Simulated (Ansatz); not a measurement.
## Formation energy and levels of the substitutional impurity Pb_Al in AlN (P6_3mc)

Charge states of Pb_Al in AlN (P6_3mc), set against the band edges. Model: a cell of 72 host atoms with 1 Al taken out and 1 Pb put in.

Method: place-levels on r2SCAN runs: charge-transition levels and formation energies with image-charge correction and potential alignment at the atomic sites; PAW set soft_1, in Ansatz 0.2.0.

### Step 1. The starting structure

The cell holds 72 atoms: 35 Al, 36 N and 1 Pb. Cell: a = 9.320 Å, b = 9.320 Å, c = 9.956 Å, α = 90.0°, β = 90.0°, γ = 120.0°. It derives from AlN (space group P6_3mc). Nearest the centre at fractional (0.444, 0.556, 0.500): Pb34 at 0.00 Å, N11 at 1.89 Å, N43 at 1.89 Å, N35 at 1.89 Å, N40 at 1.90 Å, Al9 at 3.07 Å, Al13 at 3.07 Å, Al41 at 3.07 Å.

As a file:

```xyz
72
Lattice="9.3196 0.0000 0.0000 -4.6598 8.0710 0.0000 0.0000 0.0000 9.9565" Properties=species:S:1:pos:R:3 pbc="T T T"
Al    1.5533    0.8968    2.4852
Al    0.0000    1.7936    4.9743
N     1.5533    0.8968    4.3848
N     0.0000    1.7936    1.8957
Al    1.5533    0.8968    7.4634
Al    0.0000    1.7936    9.9525
N     1.5533    0.8968    9.3631
N     0.0000    1.7936    6.8739
Al    0.0000    3.5871    2.4852
Al   -1.5533    4.4839    4.9743
N     0.0000    3.5871    4.3848
N    -1.5533    4.4839    1.8957
Al    0.0000    3.5871    7.4634
Al   -1.5533    4.4839    9.9525
N     0.0000    3.5871    9.3631
N    -1.5533    4.4839    6.8739
Al   -1.5533    6.2774    2.4852
Al   -3.1065    7.1742    4.9743
N    -1.5533    6.2774    4.3848
N    -3.1065    7.1742    1.8957
Al   -1.5533    6.2774    7.4634
Al   -3.1065    7.1742    9.9525
N    -1.5533    6.2774    9.3631
N    -3.1065    7.1742    6.8739
Al    4.6598    0.8968    2.4852
Al    3.1065    1.7936    4.9743
N     4.6598    0.8968    4.3848
N     3.1065    1.7936    1.8957
Al    4.6598    0.8968    7.4634
Al    3.1065    1.7936    9.9525
N     4.6598    0.8968    9.3631
N     3.1065    1.7936    6.8739
Al    3.1065    3.5871    2.4852
Pb    1.5533    4.4839    4.9743
N     3.1065    3.5871    4.3848
N     1.5533    4.4839    1.8957
Al    3.1065    3.5871    7.4634
Al    1.5533    4.4839    9.9525
N     3.1065    3.5871    9.3631
N     1.5533    4.4839    6.8739
Al    1.5533    6.2774    2.4852
Al    0.0000    7.1742    4.9743
N     1.5533    6.2774    4.3848
N     0.0000    7.1742    1.8957
Al    1.5533    6.2774    7.4634
Al    0.0000    7.1742    9.9525
N     1.5533    6.2774    9.3631
N     0.0000    7.1742    6.8739
Al    7.7663    0.8968    2.4852
Al    6.2130    1.7936    4.9743
N     7.7663    0.8968    4.3848
N     6.2130    1.7936    1.8957
Al    7.7663    0.8968    7.4634
Al    6.2130    1.7936    9.9525
N     7.7663    0.8968    9.3631
N     6.2130    1.7936    6.8739
Al    6.2130    3.5871    2.4852
Al    4.6598    4.4839    4.9743
N     6.2130    3.5871    4.3848
N     4.6598    4.4839    1.8957
Al    6.2130    3.5871    7.4634
Al    4.6598    4.4839    9.9525
N     6.2130    3.5871    9.3631
N     4.6598    4.4839    6.8739
Al    4.6598    6.2774    2.4852
Al    3.1065    7.1742    4.9743
N     4.6598    6.2774    4.3848
N     3.1065    7.1742    1.8957
Al    4.6598    6.2774    7.4634
Al    3.1065    7.1742    9.9525
N     4.6598    6.2774    9.3631
N     3.1065    7.1742    6.8739
```

The host's dielectric constants go in as inputs: (4.49, 4.49, 4.72) for the electrons alone, (8.15, 8.15, 9.65) with the ions, computed on the host (DFPT, PBEsol, on the r2SCAN cell), and a cell off the functional's own equilibrium shifts the ionic part.

The cell's shortest repeat is 9.3 Å.

### Step 2. The runs of each charge state

A transition level is the Fermi level at which two charge states cost the same, so each charge needs its own total energy, at its own relaxed structure.

Each atom starts 0.05 Å or so off its site in a random direction: a symmetric start keeps its symmetry, and would miss off-centre moves and Jahn–Teller distortions. Forces are taken at one point at (¼, ¼, ¼). The cell holds 1 electron more than the neutral one, with a uniform background that keeps it neutral on the whole.

The sampling was tested on the host first: at the k-points planned (1x1x1 shifted 0.25 0.25 0.25) its energy lies -0.014 eV an atom from the dense-mesh value, under the bound of 0.02 eV set for this test; that bounds the host's error, not the defect's.

One of the inputs; charge, spin and start change from state to state.

qm1.relax/input.yaml reads:

```yaml
crystal:
  lattice:
    - [3.10652185, 3.0e-08, 0.0]
    - [-1.55326095, 2.69032682, 0.0]
    - [0.0, 0.0, 4.97823886]
  atoms:
    - { symbol: Al, position: [0.66666667, 0.33333333, 0.49920333] }
    - { symbol: Al, position: [0.33333333, 0.66666667, 0.99920333] }
    - { symbol: "N", position: [0.66666667, 0.33333333, 0.88079667] }
    - { symbol: "N", position: [0.33333333, 0.66666667, 0.38079667] }
  supercell: [3, 3, 2]
  defects: [{ substitution: { at: 33, symbol: Pb } }]
total_charge: -1
basis:
  ecutwfc: 500
  xc_grid: 2
hamiltonian:
  xc: r2scan
  pseudopotentials: { kind: paw, azcp: { folder: soft_1 } }
kpoints:
  mp_grid: { grid: [1, 1, 1], shift: [0.25, 0.25, 0.25] }
scf:
  occupations: { method: fixed }
  max_iter: 60
output:
  forces: true
  charged_corrections: { epsilon: [4.49, 4.49, 4.72], static_epsilon: [8.15, 8.15, 9.65] }
relax:
  f_tol: 0.02
  max_steps: 80
  random_displacement: { amplitude: 0.05, seed: 36 }
checkpoint:
  write: "../qm1.relax.run"
  compress: false
  write_wavefunctions: true
  write_every: 100000
```

The run is started by

```
ansatz run input.yaml --threads 4 --pin off --max-ram 7536MiB --backend cpu --events-out ev --progress --plain --runs-dir out
```

The relaxed structure is kept and the sampling changed to a 2×2×2 shifted mesh.

The run of this state that the levels use, under r2SCAN:

qm1.point/input.yaml reads:

```yaml
crystal:
  checkpoint: "../qm1.relax.run"
  host: checkpoint
total_charge: -1
basis:
  ecutwfc: 500
  xc_grid: 2
hamiltonian:
  xc: r2scan
  pseudopotentials: { kind: paw, azcp: { folder: soft_1 } }
kpoints:
  mp_grid: { grid: [2, 2, 2], shift: [0.5, 0.5, 0.5] }
scf:
  occupations: { method: fermi_dirac, width: 0.01 }
  max_iter: 60
output:
  forces: true
  eigenvalues: true
  charged_corrections:
    epsilon: [4.49, 4.49, 4.72]
    static_epsilon: [8.15, 8.15, 9.65]
    defect_position: [0.444444, 0.555556, 0.499602]
  eigenstates: { localisation: true }
  populations: true
  band_densities: [{ bands: [v1, v1] }, { bands: [c1, c1] }]
  write_density: true
  write_potential: true
  volumetric_format: npy
  elf: true
checkpoint:
  read: "../qm1.relax.run"
  write: "../qm1.point.run"
  compress: false
  write_wavefunctions: false
  write_every: 100000
```

Relaxations under r2SCAN at one point at (¼, ¼, ¼); times on 4 threads of Arm Neoverse V1, shared host:

| charge | moment (μB) | occupations | outcome | steps | largest displacement against the far atoms (Å) | time |
| --- | --- | --- | --- | --- | --- | --- |
| −1 | 0 | fixed | converged | 10 | 0.80 | 2.3 min |
| 0 | 1 | fixed | converged | 8 | 0.44 | 4.1 min |
| +1 | 0 | fixed | converged | 5 | 0.23 | 79 s |
| +1 | 2 | fixed | converged | 9 | 0.52 | 4.9 min |

Single points under r2SCAN at a 2×2×2 shifted mesh; times on 4 threads of Arm Neoverse V1, shared host:

| charge | moment (μB) | occupations | outcome | time |
| --- | --- | --- | --- | --- |
| −1 | 0 | fermi-dirac | converged | 89 s |
| 0 | 1 | fermi-dirac | converged | 3.7 min |
| +1 | 0 | fermi-dirac | converged | 88 s |
| +1 | 2 | fermi-dirac | converged | 3.5 min |

Distances (Å) from Pb34 to the nearest atoms after relaxation with r2SCAN:

| charge | moment (μB) | 1. | 2. | 3. | 4. | 5. | 6. |
| --- | --- | --- | --- | --- | --- | --- | --- |
| −1 | 0 | N 2.25 | N 2.25 | N 2.25 | N 2.56 | Al 3.09 | Al 3.09 |
| 0 | 1 | N 2.19 | N 2.20 | N 2.20 | N 2.28 | Al 3.13 | Al 3.13 |
| +1 | 0 | N 2.10 | N 2.11 | N 2.11 | N 2.13 | N 3.05 | Al 3.15 |
| +1 | 2 | N 2.17 | N 2.18 | N 2.18 | N 2.42 | N 3.05 | Al 3.14 |

### Step 3. Levels against the band edges, r2SCAN

A charged cell interacts with its images and the background, and its potential has another zero than the host's. place-levels removes the first by a point-charge model, screened by the static dielectric constant since the ions have relaxed around the charge, and the second by comparing potentials at atoms far from the defect.

The host is a run of the defect-free crystal in the same cutoffs, grids and k-points, so that basis and sampling errors cancel in part in the differences. The host is run in a cell of 8 atoms on a matching mesh. Its band edges are searched through the zone by a band path, so the gap is smaller than, or equal to, that on the mesh. Chemical potentials are energies per atom of Al (fcc) and Pb (fcc), run with the same functional and cutoff.

levels.point.yaml reads:

```yaml
host:
  run: host.point.run
states: [qm1.point.run, q0_M1.point.run, qp1.point.run, qp1_M2.point.run]
geometry_from:
  qm1.point.run: qm1.relax.run
  q0_M1.point.run: q0_M1.relax.run
  qp1.point.run: qp1.relax.run
  qp1_M2.point.run: qp1_M2.relax.run
  host.point.run: host.relax.run
chemical_potentials:
  Al:
    energy: -540.418346
    dataset: <sha256 of the dataset>
  Pb:
    energy: -11922.911313
    dataset: "<sha256 of the dataset>"
epsilon: [4.49, 4.49, 4.72]
static_epsilon: [8.15, 8.15, 9.65]
vertical:
  - { from: qm1.point.run, to: qm1.point_neutral.run }
  - { from: qp1.point.run, to: qp1.point_neutral.run }
  - { from: qp1_M2.point.run, to: qp1_M2.point_neutral.run }
```

The run is started by

```
ansatz place-levels levels.point.yaml -- --threads 4 --pin off --max-ram 7536MiB
```

Numbers of over 12 decimals in the logs are rounded to 6 here.

The program printed:

```text
[... repeated set-up lines and file paths are left out, and long positions are rounded to six places ...]
(+1/0) 2.852 eV above the valence edge, 2.026 eV under the conduction edge
(0/-1) 3.126 eV above the valence edge, 1.752 eV under the conduction edge
formation energy of charge +1: +4.546 eV with the Fermi level at the valence edge
formation energy of charge 0: +7.398 eV with the Fermi level at the valence edge
formation energy of charge -1: +10.524 eV with the Fermi level at the valence edge
vertical -1 to 0: no energy, since no alignment is typed
  the change from vertical[0].from (qm1.point.run) to vertical[0].to (qm1.point_neutral.run): by its potential at epsilon [4.49, 4.49, 4.72] it stands at 0.467 0.532 0.512, with an rms radius of about 2.2 Å (1.0 1.0 1.7 Å across the planes of the cell's [...]
vertical +1 to 0: no energy, since no alignment is typed
  the change from vertical[1].from (qp1.point.run) to vertical[1].to (qp1.point_neutral.run): by its potential at epsilon [4.49, 4.49, 4.72] it stands at 0.467 0.533 0.486, with an rms radius of about 1.8 Å (1.0 1.0 1.0 Å across the planes of the cell's [...]
vertical +1 to 0: no energy, since no alignment is typed
  the change from vertical[2].from (qp1_M2.point.run) to vertical[2].to (qp1_M2.point_neutral.run): by its potential at epsilon [4.49, 4.49, 4.72] it stands at 0.460 0.540 0.720, with an rms radius of about 3.5 Å (1.3 1.3 3.0 Å across the planes of the cell's [...]
  edges by r2scan, gap 4.878 eV; the host is sampled to repeats of 18.64 Å
  the defect's cells are sampled to repeats of 18.64 Å, like sampling
  charge +1: -44810.3773 eV with its correction of +0.609 eV, at epsilon [8.15, 8.15, 9.65], aligned at sites: +0.3464 eV, mean over 33 atomic sites at or beyond 4.66 Å from the host's site at [0.4444, 0.5556, 0.4997] by the defect at [0.4444, 0.5556, [...]
  charge 0: +0.000 eV for its dipole among its images, +0.000 omitted
  charge -1: -44790.5630 eV with its correction of -0.127 eV, at epsilon [8.15, 8.15, 9.65], aligned at sites: +0.3900 eV, mean over 33 atomic sites at or beyond 4.66 Å from the host's site at [0.4444, 0.5556, 0.4997] by the defect at [0.4444, 0.5556, [...]
  charge +1: states[3] (qp1_M2.point.run) stands 3.093 eV higher, with a moment of 2.00 μB against 0.00
  of states[2] (qp1.point.run): its displacements don't fall off away from the defect: farther atoms stand 0.016 Å off the host's places. [...]
  of states[1] (q0_M1.point.run): its displacements don't fall off away from the defect: farther atoms stand 0.022 Å off the host's places. [...]
  of states[0] (qm1.point.run): its displacements don't fall off away from the defect: farther atoms stand 0.034 Å off the host's places. [...]
  of states[3] (qp1_M2.point.run): it parts from the run at its places by a charge that spreads by about 3 Å along one vector (1.7 Å or more is wide), by its potential at epsilon [4.49, 4.49, 4.72], taken for that of held ions (one typed too small widens it), [...]
  of vertical[0].from (qm1.point.run): its displacements don't fall off away from the defect: farther atoms stand 0.034 Å off the host's places. [...]
  of vertical[0].to (qm1.point_neutral.run): its displacements don't fall off away from the defect: farther atoms stand 0.034 Å off the host's places. [...]
  of vertical[1].from (qp1.point.run): its displacements don't fall off away from the defect: farther atoms stand 0.016 Å off the host's places. [...]
  of vertical[1].to (qp1.point_neutral.run): its displacements don't fall off away from the defect: farther atoms stand 0.016 Å off the host's places. [...]
  of vertical[2].from (qp1_M2.point.run): its displacements don't fall off away from the defect: farther atoms stand 0.029 Å off the host's places. [...]
  of vertical[2].to (qp1_M2.point_neutral.run): its displacements don't fall off away from the defect: farther atoms stand 0.029 Å off the host's places. [...]
```

Run time: 0.47 s. Hardware: 4 threads of Arm Neoverse V1, shared host.

Levels between the charges placed, in eV above the valence top:

|  | gap (eV) | (+1/0) | (0/−1) |
| --- | --- | --- | --- |
| r2SCAN | 4.88 | 2.85 | 3.13 |

Corrections by state:

| charge | moment (μB) | image terms and alignment (eV) | band filling (eV) | ε used | over the lowest of its charge, as the program ranks them, band filling apart (eV) |
| --- | --- | --- | --- | --- | --- |
| +1 | 0.0 | 0.609 | - | principal values (8.15, 8.15, 9.65) | 0.000 |
| 0 | 1.0 | 0.000 | - | - | 0.000 |
| −1 | 0.0 | -0.127 | - | principal values (8.15, 8.15, 9.65) | 0.000 |
| +1 | 2.0 | 0.575 | - | principal values (8.15, 8.15, 9.65) | 3.093 |

The charged structures listed were also run neutral, and place-levels reads from each pair, by the potential or the spins, how wide the charge is by which they differ; that can be the carrier of either run.

| charge | rms radius (Å) | spread where it is widest against the cell (Å) | wide from (Å) | reading |
| --- | --- | --- | --- | --- |
| +1 | 1.8 | 1.03 | 1.40 | narrow |
| −1 | 2.2 | 1.66 | 1.72 | narrow |

The neutral runs of these pairs need not share the spin of the lowest neutral state, and very wide values only mean spread over the cell.

From the program's caveats on the states, each cut to its opening words:

- charge +1: its displacements don't fall off away from the defect: farther atoms stand 0.016 Å off the host's places
- charge 0 (1 μB): its displacements don't fall off away from the defect: farther atoms stand 0.022 Å off the host's places
- charge 0 (1 μB), +1 (2 μB): flagged: stability check not made
- charge −1: its displacements don't fall off away from the defect: farther atoms stand 0.034 Å off the host's places
- charge +1 (2 μB): it parts from the run at its places by a charge that spreads by about 3 Å along one vector (1.7 Å or more is wide), by its potential at epsilon [4.49, 4.49, [...]
- charge +1 (2 μB): its displacements don't fall off away from the defect: farther atoms stand 0.029 Å off the host's places
- charge +1 (2 μB): its moments are held at its close (magnetization.spin_locking), by a field of 1.067 eV a Bohr magneton, and its energy and levels are of the state that this [...]

The host's formation energy from the elements is -1.627 eV per atom; it sets how far the chemical potentials can move.

Limit set by the element alone; other compounds of these elements are not counted. Chemical potentials from the elements' reference states: Al 0.00 eV, N -3.25 eV, Pb 0.00 eV. Formation energies (Al-rich), with the Fermi level at the valence top and at the conduction bottom (gap 4.88 eV):

| charge | at valence top (eV) | at conduction bottom (eV) | correction included (eV) |
| --- | --- | --- | --- |
| +1 | 4.55 | 9.42 | 0.61 |
| 0 | 7.40 | 7.40 | 0.00 |
| −1 | 10.52 | 5.65 | -0.13 |

```csv
Fermi level (eV),lowest formation energy (eV)
0.00,4.55
0.44,4.99
0.89,5.43
1.33,5.87
1.77,6.32
2.22,6.76
2.66,7.21
3.11,7.40
3.55,6.98
3.99,6.53
4.43,6.09
4.88,5.65
```

Limit set by the element alone; other compounds of these elements are not counted. Chemical potentials from the elements' reference states: N 0.00 eV, Al -3.25 eV, Pb 0.00 eV. Formation energies (N-rich), with the Fermi level at the valence top and at the conduction bottom (gap 4.88 eV):

| charge | at valence top (eV) | at conduction bottom (eV) | correction included (eV) |
| --- | --- | --- | --- |
| +1 | 1.29 | 6.17 | 0.61 |
| 0 | 4.14 | 4.14 | 0.00 |
| −1 | 7.27 | 2.39 | -0.13 |

```json
{"Fermi level (eV)": "0.00", "lowest formation energy (eV)": "1.29"}
{"Fermi level (eV)": "0.44", "lowest formation energy (eV)": "1.74"}
{"Fermi level (eV)": "0.89", "lowest formation energy (eV)": "2.18"}
{"Fermi level (eV)": "1.33", "lowest formation energy (eV)": "2.62"}
{"Fermi level (eV)": "1.77", "lowest formation energy (eV)": "3.06"}
{"Fermi level (eV)": "2.22", "lowest formation energy (eV)": "3.51"}
{"Fermi level (eV)": "2.66", "lowest formation energy (eV)": "3.95"}
{"Fermi level (eV)": "3.11", "lowest formation energy (eV)": "4.14"}
{"Fermi level (eV)": "3.55", "lowest formation energy (eV)": "3.72"}
{"Fermi level (eV)": "3.99", "lowest formation energy (eV)": "3.28"}
{"Fermi level (eV)": "4.43", "lowest formation energy (eV)": "2.84"}
{"Fermi level (eV)": "4.88", "lowest formation energy (eV)": "2.39"}
```

### Step 4. Effect of the sampling

The relaxations' own energies give the levels at their sampling, for comparison.

levels.relax_mesh.yaml reads:

```yaml
host:
  run: host.relax.run
states: [qm1.relax.run, q0_M1.relax.run, qp1.relax.run, qp1_M2.relax.run]
chemical_potentials:
  Al:
    energy: -540.418346
    dataset: <sha256 of the dataset>
  Pb:
    energy: -11922.911313
    dataset: "<sha256 of the dataset>"
```

The run is started by

```
ansatz place-levels levels.relax_mesh.yaml -- --threads 4 --pin off --max-ram 7536MiB
```

The program printed:

```text
(+1/0) 2.927 eV above the valence edge, 1.959 eV under the conduction edge
(0/-1) 3.208 eV above the valence edge, 1.678 eV under the conduction edge
formation energy of charge +1: +4.488 eV with the Fermi level at the valence edge
formation energy of charge 0: +7.415 eV with the Fermi level at the valence edge
formation energy of charge -1: +10.622 eV with the Fermi level at the valence edge
  edges by r2scan, gap 4.886 eV; the host is sampled to repeats of 13.64 Å
[... the lines on each state left out ...]
```

Wall time 0.15 s (4 threads).

Levels between neighbouring charges, in eV above the valence top:

|  | gap (eV) | (+1/0) | (0/−1) |
| --- | --- | --- | --- |
| one point at (¼, ¼, ¼) | 4.89 | 2.93 | 3.21 |
| a 2×2×2 shifted mesh | 4.88 | 2.85 | 3.13 |

Going from one point at (¼, ¼, ¼) to a 2×2×2 shifted mesh moves the levels that carry no band-filling term by up to 0.08 eV and formation energies against the elements by up to 0.10 eV.

### Step 5. Results

* gap of the host: 4.88 eV (r2SCAN)
* level (plus 1/0): 2.85 eV above the valence top
* level (0/minus 1): 3.13 eV above the valence top
* lowest of the charges placed, just above the valence top (0.02 eV): +1
* lowest of the charges placed, just below the conduction bottom (0.02 eV): −1
* lowest formation energy at mid-gap of the charges run, Al-rich: 6.98 eV
* lowest formation energy at mid-gap of the charges run, N-rich: 3.73 eV

**Reading.** Of the charges placed (−1, 0 and +1), the lowest changes at 2.85 eV (+1/0) and 3.13 eV (0/−1) above the valence top, in a gap of 4.88 eV. Charges above +1 and below −1 were not placed, so these runs say nothing of levels that involve them. States placed: +1 at 0 μB and 2 μB; 0 at 1 μB; −1 at 0 μB. Other spin states or structures, where not listed, weren't placed. Pb is taken at its element; compounds, which aren't counted here, bound the chemical potentials and would shift these formation energies. Going from one point at (¼, ¼, ¼) to a 2×2×2 shifted mesh moves the levels that carry no band-filling term by up to 0.08 eV and formation energies against the elements by up to 0.10 eV. What this leaves open: r2SCAN makes the gap too small and tends to spread out bound carriers; where a gas molecule sets a chemical potential or the host's formation energy, its binding is uncorrected; spin–orbit coupling, which can matter with heavy atoms, is left out; force components of up to 0.13 eV/Å remain in a run at the final settings.

[Logs are printed without paths, hosts, clocks, repeated set-up lines and the standing remarks that a program may print on its own settings, such as how far it seeks lower states.]

[Hosts, paths, dates, database ids (printed as entryN), source tags and the programs' standing remarks are cut or masked in the printed files.]

[Where a table of states has a column of steps, it counts the stored structures, which are thinned; the runs took as many ionic steps or more.]

[A defect's name tells the site on which it was built; relaxed atoms can leave that site.]

[For some hosts the program warned that the k-mesh of the response run may be too coarse for force constants and the static dielectric constant; such warnings are not shown here.]
